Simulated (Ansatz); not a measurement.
**SiNi: properties at the relaxed cell**

The task here is to estimate one member of a computed series from the others.

Program: Ansatz 0.2.0. Level of theory: DFT PBEsol, scalar-relativistic, plane waves, PAW. These are calculated values, not measurements.

1 further run of the same task is left out (set aside as unsound or not needed).

## Starting point

The structure is orthorhombic, space group Pmmn (No. 59). Conventional cell: a = 2.992 Å, b = 3.237 Å, c = 4.673 Å, α = 90.00°, β = 90.00°, γ = 90.00°. Si (site symmetry mm2) is surrounded by 6 Ni at 2.33 to 2.37 Å and 4 Si at 2.65 Å. Ni (site symmetry mm2) has 6 Si at 2.33 to 2.37 Å and 4 Ni at 2.65 Å as nearest neighbours.

As a file:

```cif
data_structure
_symmetry_space_group_name_H-M 'Pmmn:1'
_symmetry_Int_Tables_number 59
_cell_length_a 2.9921
_cell_length_b 3.2370
_cell_length_c 4.6730
_cell_angle_alpha 90.000
_cell_angle_beta 90.000
_cell_angle_gamma 90.000
_cell_volume 45.26
loop_
_atom_site_label
_atom_site_type_symbol
_atom_site_symmetry_multiplicity
_atom_site_Wyckoff_symbol
_atom_site_fract_x
_atom_site_fract_y
_atom_site_fract_z
_atom_site_occupancy
Si1 Si 2 a 0.00000 0.00000 0.15741 1
Ni1 Ni 2 a 0.00000 0.00000 0.65671 1
```

It goes back to an entry of the Materials Project.

It is the result of an earlier relaxation at this level (volume 11.31 Å³/atom; gap on the mesh: none (metal)).

The first run:

Contents of input.yaml:

```yaml
crystal:
  lattice:
    - [2.9618263203, 0.0, 0.0]
    - [0.0, 3.2042976889, 0.0]
    - [0.0, 0.0, 4.6257781076]
  atoms:
    - { symbol: Si, position: [0.0, 0.0, 0.1574068943] }
    - { symbol: Si, position: [0.5, 0.5, 0.8425931057] }
    - { symbol: Ni, position: [0.0, 0.0, 0.6567143064] }
    - { symbol: Ni, position: [0.5, 0.5, 0.3432856936] }
basis:
  ecutwfc: 420
kpoints:
  mp_grid: { grid: [14, 12, 10] }
hamiltonian:
  xc: pbesol
scf:
  occupations: { method: gaussian, width: 0.1 }
output:
  forces: true
  stress: true
  eigenvalues: true
relax:
  adjacent_minimum: "off"
  f_tol: 0.01
  max_steps: 30
  cell: { stress_tol: 0.1, fix: [volume] }
```

Command:

```sh
$ ansatz run input.yaml --threads 1 --pin off --max-ram 2560MiB --backend cpu --events-out ev --progress --plain --runs-dir out
```

Among the steps run: Volume × 0.97; Volume × 1.03; The cell scaled to 0.94 of its volume; The cell scaled to 1.06 of its volume; Volume × 0.91; The cell scaled to 1.10 of its volume; Point at V/V0 = 0.88.

One of the session's tables, all rows but one given; the rest of the session is left out.

It belongs to the step «Equation of state». 

| volume (Å³/atom) | energy above the lowest point (meV/atom) | pressure (GPa) |
| --- | --- | --- |
| 9.957 | 112.6 | 30.68 |
| 10.296 | 58.5 | 20.75 |
| 10.636 | 23.7 | 12.34 |
| 10.975 | ? | ? |
| 11.315 | 0.0 | -0.01 |
| 11.654 | 5.5 | -5.07 |
| 11.994 | 21.0 | -9.43 |
| 12.446 | 54.6 | -14.19 |

**Question.** Estimate the row for volume (Å³/atom) = 10.975.

Worked estimate for «energy above the lowest point (meV/atom)». A straight line through the neighbours (10.636, 23.7) and (11.315, 0.0) gives 23.7 + (0.0 − 23.7) × (10.975 − 10.636) / (11.315 − 10.636) = 11.9; a parabola fitted to 4 rows on both sides gives 5.2.

**Answer.** energy above the lowest point (meV/atom): 5.4; pressure (GPa): 5.26. In «energy above the lowest point (meV/atom)» the line misses by +6.5 and the parabola by -0.2.

Caveats from the session: The final runs have no spin polarisation, so no magnetic state was tried and one may lie lower.
